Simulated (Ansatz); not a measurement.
# Au(111) / 1 layer Pd(111) / Au(111): resistance against film thickness

Wanted: interface resistance and thickness dependence for Au(111) / 1 layer Pd(111) / Au(111).

Method: Ansatz plane-wave DFT, LDA, PAW files; ballistic transport by layer matching (Landauer), zero bias; PAW set soft_1, in Ansatz 0.2.0.

### 1. The structure

The cell holds 9 atoms: 8 Au and 1 Pd. Cell: a = 2.884 Å, b = 2.884 Å, c = 20.880 Å, α = 90.0°, β = 90.0°, γ = 120.0°. It derives from Au and Pd. Regions: lead, 8 atoms (8 Au); films, 1 atom (1 Pd). The structure is stacked along c, and the current runs across the ab planes.

### 2. With 1 layer

The film is laid into the lead at the lead's in-plane lattice, and the cell closes on the lead's own image. The mesh across the current, 30×30, is finer than the density's, because channels open and close sharply across the zone. Energies from -1 to 1 eV in steps of 0.036 eV cover the slope of the Fermi function at 300 K, so the program can form a conductance.

input.yaml

```yaml
crystal:
  lattice:
    - [2.8837582304, 0.0, 0.0]
    - [-1.4418791152, 2.4974078859, 0.0]
    - [0.0, 0.0, 20.8796540258]
  atoms:
    - { symbol: Au, position: [0.0, 0.0, 0.0563845247] }
    - { symbol: Au, position: [0.3333333333, 0.6666666667, 0.169153574] }
    - { symbol: Au, position: [0.6666666667, 0.3333333333, 0.2819226234] }
    - { symbol: Au, position: [0.0, 0.0, 0.3946916727] }
    - { symbol: Pd, position: [0.3333333333, 0.6666666667, 0.5] }
    - { symbol: Au, position: [0.6666666667, 0.3333333333, 0.6053083273] }
    - { symbol: Au, position: [0.0, 0.0, 0.7180773766] }
    - { symbol: Au, position: [0.3333333333, 0.6666666667, 0.830846426] }
    - { symbol: Au, position: [0.6666666667, 0.3333333333, 0.9436154753] }
kpoints:
  mp_grid: { grid: [15, 15, 2] }
hamiltonian:
  xc: lda
  pseudopotentials: { kind: paw, azcp: { folder: soft_1 }, xc_functional: pbe }
scf:
  occupations: { method: fermi_dirac, width: 0.1 }
output:
  transmission: { leads: [[0, 1]], kmesh: [30, 30], e_range: [-1.0, 1.0], de: 0.036 }
  write_potential: true
  write_density: true
  volumetric_format: npy
  elf: true
```

On the command line:

```console
> ansatz run input.yaml --threads 4 --pin off --max-ram 8192MiB --backend cpu --events-out ev --progress --plain --runs-dir out
```

Numbers of over 12 decimals in the logs are rounded to 6 here.

Output:

```text
Engine: ansatz 0.2.0, x86_64-unknown-linux-gnu
Pseudopotentials: kind: paw
Pseudopotential: Au, paw, valence charge 19, recommended cutoff 420 eV (normal), soft_1/Au.paw.azcp
Pseudopotential: Pd, paw, valence charge 18, recommended cutoff 420 eV (normal), soft_1/Pd.paw.azcp
Functional definition: SPW92
  exchange = slater_x
  correlation = pw_c
Crystal: 9 atoms, lattice volume = 150.374 Å³
Basis set: ecut = 420 eV, 2913 PW (Γ)
Bands: 102, of which v1, the nominal top of the filled ones, is band 85 counted from 1 (84 counted from 0)
Symmetry: 12 space group operations
Space group: P-3m1 (ITA 164), of the structure as read, at distance tolerance 5.3e-5 Å
k-points: 54 of 450
Non-local potential: Au, projectors of the file, l = 0: 3, l = 1: 2, l = 2: 2, l = 3: 1
Non-local potential: Pd, projectors of the file, l = 0: 2, l = 1: 2, l = 2: 2, l = 3: 1
PAW form: soft (Blöchl's): semilocal exchange-correlation on the pseudo side does not see the compensation charge
PAW frozen core: Au, regenerated for the run's functional, and the local potential with it (the file was generated under x = pbe(κ = 0.804, μ = 0.219515), c = pbe(β = 0.066725))
PAW frozen core: Pd, regenerated for the run's functional, and the local potential with it (the file was generated under x = pbe(κ = 0.804, μ = 0.219515), c = pbe(β = 0.066725))
PAW one-centre angular grid: Au, 590 points (default); XC on 64 Gauss nodes
PAW one-centre angular grid: Pd, 590 points (default); XC on 64 Gauss nodes
Initial density: superposition of atomic densities (chi_scale 0.1, normalization cell, long waves of neutral atoms (reshape's long-wave potential 4.79 eV rms, cloud 2.75 Å wide))
Initial wavefunctions: pseudopotential atomic-orbital guess
Functional: x = slater, c = lda
SCF iter   1: F=—  HF=-109780.579339 eV  |F-HF|=—  |Δ(HF+E_count)|=         —  Δρ=8.94e-2  dr2=2.78e1  ethr=3.10e-3  ⟨swp⟩=4.7  Hψ=16836  notcnv=0  defer=165
preconditioner: auto → Kerker (q_TF=auto, 2.785 Å⁻¹)  [metal: Δε(μ)=0.014 eV  Ē_g=10.203 eV  σ=0.100 eV  W_gap=0.03  n_scr=60 (ndim 8)  ℏωp=30.0 eV  f_vac=0.000  D(μ)=3.16/eV (n_scr^D=12)]
SCF iter   2: F=—  HF=-109777.431151 eV  |F-HF|=—  |Δ(HF+E_count)|=    3.15e0  Δρ=4.68e-2  dr2=1.19e1  ethr=3.10e-3  ⟨swp⟩=2.2  Hψ=8778  notcnv=0  defer=364
SCF iter   3: F=—  HF=-109775.996601 eV  |F-HF|=—  |Δ(HF+E_count)|=    1.43e0  Δρ=8.62e-3  dr2=1.58e0  ethr=3.10e-3  ⟨swp⟩=2.2  Hψ=8264  notcnv=0  defer=364
SCF iter   4: F=—  HF=-109775.904892 eV  |F-HF|=—  |Δ(HF+E_count)|=   9.17e-2  Δρ=2.94e-3  dr2=2.08e-1  ethr=9.31e-4  ⟨swp⟩=1.4  Hψ=6434  notcnv=0  defer=368
SCF iter   5: F=—  HF=-109775.893111 eV  |F-HF|=—  |Δ(HF+E_count)|=   1.18e-2  Δρ=1.09e-3  dr2=8.62e-3  ethr=1.22e-4  ⟨swp⟩=1.0  Hψ=5125  notcnv=0  defer=368
SCF iter   6: F=—  HF=-109775.892392 eV  |F-HF|=—  |Δ(HF+E_count)|=   7.19e-4  Δρ=4.00e-4  dr2=2.07e-3  ethr=5.07e-6  ⟨swp⟩=1.0  Hψ=5127  notcnv=0  defer=368
SCF iter   7: F=—  HF=-109775.892201 eV  |F-HF|=—  |Δ(HF+E_count)|=   1.91e-4  Δρ=1.61e-4  dr2=2.29e-4  ethr=1.22e-6  ⟨swp⟩=1.0  Hψ=5126  notcnv=0  defer=368
SCF iter   8: F=—  HF=-109775.892165 eV  |F-HF|=—  |Δ(HF+E_count)|=   3.58e-5  Δρ=6.17e-5  dr2=2.95e-5  ethr=1.35e-7  ⟨swp⟩=2.0  Hψ=5966  notcnv=0  defer=368
SCF iter   9: F=—  HF=-109775.892151 eV  |F-HF|=—  |Δ(HF+E_count)|=   1.44e-5  Δρ=2.74e-5  dr2=3.30e-6  ethr=1.74e-8  ⟨swp⟩=1.5  Hψ=5332  notcnv=0  defer=371
SCF iter  10: F=—  HF=-109775.892150 eV  |F-HF|=—  |Δ(HF+E_count)|=   3.30e-7  Δρ=1.20e-5  dr2=1.47e-6  ethr=1.94e-9  ⟨swp⟩=2.0  Hψ=9079  notcnv=0  defer=371
SCF iter  11: F=—  HF=-109775.892150 eV  |F-HF|=—  |Δ(HF+E_count)|=   7.01e-8  Δρ=4.01e-6  dr2=3.33e-7  ethr=8.65e-10  ⟨swp⟩=1.0  Hψ=5125  notcnv=0  defer=371
SCF iter  12: F=-109775.892150 eV  HF=-109775.892150 eV  |F-HF|=4.50e-8  |Δ(HF+E_count)|=   1.98e-8  Δρ=1.46e-6  dr2=4.57e-8  ethr=5.88e-11  ⟨swp⟩=9.6  Hψ=18570  notcnv=0
SCF 1 converged in 12 iterations: F = -109775.892150 eV  dr2 = 4.57e-8
  greatest PAW one-centre occupation: 1.001 electrons in one spin orbital (limit 2), on the Au atom at site 5 (counted from 0), in its partial waves of l = 0
transmission: 319 of 3185 steps passed
transmission: 638 of 3185 steps passed
[...]
transmission: 3185 of 3185 steps passed
SCF converged after 12 iterations
Free energy (F): -109775.892150 eV
Harris-Foulkes:  -109775.892150 eV  (|F-HF|=4.50e-8)
Internal energy: -109775.797404 eV  (E = F + TS)
E sigma→0 (E₀):  -109775.844777 eV
Entropy (-TS):   -0.094746 eV (-10.527 meV/atom)
Fermi energy:    20.197281 eV
--- Per-component energies (eV) ---
  E_band       = -1852.627322
  E_kinetic    = 5074.054737
  E_local      = -15501.801248  (includes V_loc(G=0)·N_el)
  E_nonlocal   = 1219.547579
  E_hartree    = 6632.461496
  E_xc         = -1851.560059
  E_vxc        = -2266.167937  (∫ρ·V_xc dr)
  E_paw        = -79265.670480  (= ΣΔE_a)
  E_vpaw       = -3643.196967  (= ΣTr[D̂ρ^β])
  E_aug_tail   = 0.012780  (compensation charges beyond the density's cutoff)
  E_ewald      = -26087.704912
  E_core_change = 4.862702  (= ΣΔE_core)
  E_smearing   = -0.094746  (= −TS)
  E_closure    = -0.000000  (closes the sum)
  Σ components = -109775.892150   (vs F -109775.892150, Δ=0.00e0)
--- Band table (eV; the first three rows and the last of 54) ---
  k-point 0: bands = [... 81 lower, 17.8079, 18.1514, 18.1514, 18.3608, 18.3608, 18.6818, 19.0924, 19.4333, ... 13 higher]
  k-point 1: bands = [... 81 lower, 17.9746, 17.9746, 18.0827, 18.0827, 18.3660, 18.3660, 19.4335, 19.4335, ... 13 higher]
  k-point 2: bands = [... 81 lower, 17.9190, 18.1213, 18.1336, 18.2450, 18.4109, 18.8536, 19.4387, 19.5098, ... 13 higher]
  k-point 53: bands = [... 81 lower, 22.6633, 22.6780, 22.6780, 22.8777, 22.8777, 23.0720, 23.6299, 23.6299, ... 13 higher]
--- Transmission ---
  basis      : 61 plane waves across, 35 finite elements along
  points     : 91, standing for a mesh of 30 x 30
  filling    : by the input's occupations and mesh, since the crystals that have channels conduct as metals do. If one of these is a semiconductor, that mesh has misplaced its level
  energies   : 56 from -1.000000 to 0.980000 eV about the Fermi level, 0.036000 eV apart; the leads are filled to 0.000000 eV, and channels, transmission and decay are at 0.008000 eV
  crystal 0  : Au1, at the sites [0, 1], period 2.3546 Å, over 18.84 Å; its Hamiltonian steps by up to 9.0 meV
    offset         : up to 0.0000 Å between an atom of the period and one for which it stands
    filled         : 44.6 meV over the level at which it is neutral
    channels       : 7.966667e-1 a spin
    conductance    : 8.5512e14 S/m² at 300 K; may be off by some 0.0 % by where its bands' edges are placed, 4.2 % from the k-mesh, 0.4 % from the distance to neutral
    slowest decay  : 0.0852 /Å at (0.0667, 0.0000)
  junction   : crystal 0 to crystal 0, 0.70 to 19.22 Å
    transmission   : 6.492966e-1 a spin
    conductance    : 7.0153e14 S/m² at 300 K (7.2392e14 on every other point, 7.0096e14 on every other energy)
    error estimate : 0.1 % from the energy spacing and 0.0 % from band edges of the leads and from resonances (wavevectors taken as independent; lower de), 3.2 % from the k-mesh, 1.2 % from the steps of its leads' Hamiltonians or their offsets (lay more layers), 0.7 % from the distance to neutral
    resistance     : 2.5603e-4 Ω µm² beyond half of each lead's own
```

Wall time 66 s (4 threads of Intel Xeon Platinum 8488C (Sapphire Rapids), shared host); peak memory 0.98 GiB.

In the SCF lines HF is the Harris–Foulkes energy and dr2 the Hartree energy of the density residual, in eV; the loop may stop once dr2 is under the threshold and the program's other checks hold. Hψ counts applications of the Hamiltonian.

This step gave:

* free energy: -109775.8922 eV
* energy at zero smearing: -109775.8448 eV
* Fermi energy: 20.20 eV
* cell area: 7.202 Å²
* step of the lead's potential: 9 meV
* ballistic conductance of the lead: 8.55e14 S/m²
* estimated errors of the lead's conductance: 0, 4.2, 0.4 % (band edges, k-mesh, distance from neutral)
* lead conductance per cell: 0.7948 G₀
* conductance of the junction: 7.02e14 S/m²
* junction conductance per cell: 0.6521 G₀
* estimated errors of the junction's conductance: 0.1, 0, 3.2, 1.2, 0.7 % (energy step, band edges, k-mesh, leads' steps, distance from neutral)
* area resistance that the stack adds (contact term taken off, spin by spin): 0.2560 fΩ m²

Per spin. The transmission, zone mean by energy, zero at the Fermi level:

energy (eV), transmission, zone mean and a bar from the least value:
```
   -1.000      0.478 
   -0.964      0.477 
   -0.892      0.516 #####
   -0.856      0.522 ######
   -0.784      0.527 #######
   -0.748      0.564 ###########
   -0.676      0.625 ####################
   -0.640      0.650 #######################
   -0.568      0.672 ##########################
   -0.532      0.677 ###########################
   -0.460      0.656 ########################
   -0.424      0.671 ##########################
   -0.352      0.670 ##########################
   -0.316      0.663 #########################
   -0.244      0.640 ######################
   -0.208      0.637 #####################
   -0.136      0.655 ########################
   -0.100      0.662 #########################
   -0.028      0.656 ########################
    0.008      0.649 #######################
    0.080      0.648 #######################
    0.116      0.654 ########################
    0.188      0.660 ########################
    0.224      0.661 ########################
    0.296      0.661 ########################
    0.332      0.662 #########################
    0.404      0.666 #########################
    0.440      0.668 #########################
    0.512      0.673 ##########################
    0.548      0.675 ##########################
    0.620      0.678 ###########################
    0.656      0.679 ###########################
    0.728      0.685 ############################
    0.764      0.688 ############################
    0.836      0.693 #############################
    0.872      0.695 #############################
    0.944      0.700 ##############################
    0.980      0.702 ##############################
```

Per spin. The open channels, zone mean, lead by energy, zero at the Fermi level:

| energy (eV) | open channels, zone mean, lead |
| --- | --- |
| -1.000 | 0.657 |
| -0.928 | 0.683 |
| -0.856 | 0.697 |
| -0.784 | 0.71 |
| -0.712 | 0.723 |
| -0.676 | 0.723 |
| -0.604 | 0.723 |
| -0.532 | 0.737 |
| -0.460 | 0.737 |
| -0.388 | 0.75 |
| -0.316 | 0.79 |
| -0.244 | 0.783 |
| -0.172 | 0.783 |
| -0.100 | 0.783 |
| -0.028 | 0.797 |
| 0.008 | 0.797 |
| 0.080 | 0.783 |
| 0.152 | 0.817 |
| 0.224 | 0.843 |
| 0.296 | 0.837 |
| 0.368 | 0.837 |
| 0.440 | 0.837 |
| 0.512 | 0.837 |
| 0.584 | 0.837 |
| 0.656 | 0.837 |
| 0.692 | 0.85 |
| 0.764 | 0.863 |
| 0.836 | 0.877 |
| 0.908 | 0.873 |
| 0.980 | 0.873 |

Transmission over k1 and k2. At 0.0080 eV from the Fermi level.

Ten even steps from '_' (0.00) to '@' (1.00), each cell a mean:
```
%%@@@@@@%%**++==--====**##@@@@@@@@++______________________--
**@@@@@@%%##**++====++**##%%@@@@@@%%--______________________
++%%##@@@@@@@@@@@@@@@@@@@@@@@@@@@@%%%%==____________________
--##==@@@@@@@@@@@@@@@@@@@@@@@@@@@@@@**++==..________________
::++::@@@@@@@@@@@@@@@@@@@@@@@@@@@@@@@@**--==..______________
::++__%%@@@@@@@@@@@@@@@@@@@@@@@@@@@@@@@@##::==::____________
--++__%%@@@@@@@@@@@@@@@@@@@@@@@@@@@@@@@@@@%%----==..________
==##::%%@@@@@@@@@@@@@@@@%%%%%%@@@@@@@@@@@@@@@@**==**--______
**%%++@@@@@@@@@@@@@@@@%%++::::++##@@@@@@@@@@@@@@@@**%%**....
%%@@%%@@@@@@@@@@@@@@@@%%::______..++@@@@@@@@@@@@@@@@%%@@%%**
@@@@@@@@@@@@@@@@@@@@@@@@==__________**@@@@@@@@@@@@@@@@@@@@@@
%%%%@@@@@@@@@@@@@@@@@@@@%%--________::%%@@@@@@@@@@@@@@@@@@@@
**::--##%%##@@@@@@@@@@@@@@%%++--....==%%@@@@@@@@@@@@@@@@**@@
++____..++**==%%@@@@@@@@@@@@@@%%####%%@@@@@@@@@@@@@@@@@@--##
--________::++::++@@@@@@@@@@@@@@@@@@@@@@@@@@@@@@@@@@@@%%..++
::__________..------@@@@@@@@@@@@@@@@@@@@@@@@@@@@@@@@@@%%__++
::______________::==--%%@@@@@@@@@@@@@@@@@@@@@@@@@@@@@@%%..++
--________________..++==##@@@@@@@@@@@@@@@@@@@@@@@@@@@@@@--**
==__________________..++##%%@@@@@@@@@@@@@@@@@@@@@@@@@@@@**%%
**______________________++@@@@@@@@@@%%####**####%%%%@@@@@@@@
%%::______________________**@@@@@@%%**++--::::--==**%%@@@@@@
@@%%++==--::::::::::::--==**@@@@@@%%**++==------====**##%%@@
```
Columns: k1 (b1) from -0.5 to 0.467; rows upwards: k2 (b2) from -0.5 to 0.467.

Open channels over k1 and k2. At 0.0080 eV from the Fermi level.

Values, 12 rows by 16 columns, each cell a mean:
```
1.00 1.00 1.00 1.00 1.00 1.00 1.00 1.00 1.00 1.00 0.13 0.00 0.00 0.00 0.03 0.61
1.00 1.00 1.00 1.00 1.00 1.00 1.00 1.00 1.00 1.00 0.69 0.08 0.00 0.00 0.00 0.00
1.00 1.00 1.00 1.00 1.00 1.00 1.00 1.00 1.00 1.00 1.00 0.89 0.27 0.00 0.00 0.00
1.00 1.00 1.00 1.00 1.00 1.00 1.00 1.00 1.00 1.00 1.00 1.00 0.96 0.48 0.00 0.00
1.00 1.00 1.00 1.00 1.00 1.00 0.99 0.80 0.89 1.00 1.00 1.00 1.00 1.00 0.76 0.60
1.00 1.00 1.00 1.00 1.00 1.00 0.93 0.00 0.09 0.73 1.00 1.00 1.00 1.00 1.00 1.00
1.00 1.00 1.00 1.00 1.00 1.00 1.00 0.79 0.20 0.52 1.00 1.00 1.00 1.00 1.00 1.00
0.63 0.20 0.68 1.00 1.00 1.00 1.00 1.00 1.00 1.00 1.00 1.00 1.00 1.00 1.00 1.00
0.53 0.00 0.00 0.43 0.95 1.00 1.00 1.00 1.00 1.00 1.00 1.00 1.00 1.00 1.00 1.00
0.53 0.00 0.00 0.00 0.23 0.87 1.00 1.00 1.00 1.00 1.00 1.00 1.00 1.00 1.00 1.00
0.63 0.01 0.00 0.00 0.00 0.05 0.76 1.00 1.00 1.00 1.00 1.00 1.00 1.00 1.00 1.00
1.00 0.65 0.40 0.40 0.40 0.40 0.76 1.00 1.00 1.00 1.00 1.00 1.00 1.00 1.00 1.00
```
Columns: k1 (b1) from -0.5 to 0.467; rows upwards: k2 (b2) from -0.5 to 0.467.

Valence density in the ca plane at fractional y = 0.667, with atoms of Au and Pd within 0.2 Å of it. It is the smooth field of the valence electrons, not physical close to the nuclei.

Values in e/Å³, 5 rows by 16 columns, each cell a mean:
```
 1  0  0  0  1  1  1  1  0  0  0  1  0  1  1  0
 1  0  1  0  1  0  1  1  0  1  0  1  0  1  0  1
 0  2  8  1  0  0  0  0  3  8  1  0  0  0  0  4
 0  2 10  1  0  0  0  0  3 10  1  0  0  0  0  5
 0  1  3  0  1  0  0  0  1  2  0  1  0  1  0  1
```
Columns run along c (16.0 Å, from fractional 0.06 to 0.83 of the cell), rows up along a (2.9 Å). Atoms in or near the plane, at fractional coordinates: Au at (0.17, 0.33), Pd at (0.50, 0.33).

Electrostatic potential energy in the ca plane at fractional y = 0.667, with atoms of Au and Pd within 0.2 Å of it. With pseudopotentials it is smooth inside the atoms' cores, unlike the true potential.

Values in eV, 5 rows by 16 columns, each cell a mean:
```
  5  21  19  21   2  13  10   5  22  21  18  -1  18   2  12  21
 12  18   6  19  10  17  15  12  18  10  19   9  20  10  16  14
 21   4 -26  11  21  22  22  21  -1 -24  17  21  23  21  21  -9
 22   1 -29   8  22  23  23  22  -5 -27  15  22  23  22  22 -13
 16  14  -7  17  15  19  18  16  12  -2  19  14  21  15  19   6
```
Columns run along c (16.0 Å, from fractional 0.06 to 0.83 of the cell; values clipped at the 3rd and 97th percentile), rows up along a (2.9 Å). Atoms in or near the plane, at fractional coordinates: Au at (0.17, 0.33), Pd at (0.50, 0.33).

ELF in the ca plane at fractional y = 0.667, with atoms of Au and Pd within 0.2 Å of it. It is the smooth field of the valence electrons, not physical close to the nuclei.

Values, 5 rows by 16 columns, each cell a mean:
```
0.36 0.19 0.22 0.20 0.39 0.29 0.31 0.36 0.20 0.19 0.25 0.40 0.24 0.37 0.30 0.20
0.30 0.23 0.34 0.22 0.32 0.25 0.27 0.31 0.23 0.29 0.23 0.34 0.22 0.32 0.26 0.27
0.21 0.34 0.58 0.30 0.21 0.16 0.17 0.21 0.32 0.37 0.23 0.21 0.14 0.20 0.21 0.44
0.20 0.36 0.65 0.31 0.20 0.14 0.15 0.20 0.32 0.32 0.24 0.19 0.13 0.18 0.20 0.48
0.26 0.27 0.43 0.24 0.28 0.22 0.24 0.27 0.27 0.37 0.22 0.29 0.20 0.27 0.23 0.33
```
Columns run along c (16.0 Å, from fractional 0.06 to 0.83 of the cell), rows up along a (2.9 Å). Atoms in or near the plane, at fractional coordinates: Au at (0.17, 0.33), Pd at (0.50, 0.33).

The lead's potential steps by 9 meV from period to period, small in itself. The program estimates the junction's conductance to 3.2 % from the k-mesh, 0.7 % from the leads' distance from neutral and 1.2 % from their steps.

By hand: 1/G − 1/G_lead = 1/0.7015 − 1/0.8551 = 0.256 fΩ m² with G in 10¹⁵ S/m².

(Continued in part 2 of 2.)

[Logs are printed without paths, hosts, clocks, repeated set-up lines and the standing remarks that a program may print on its own settings, such as how far it seeks lower states.]

[Hosts, paths, dates, database ids (printed as entryN), source tags and the programs' standing remarks are cut or masked in the printed files.]
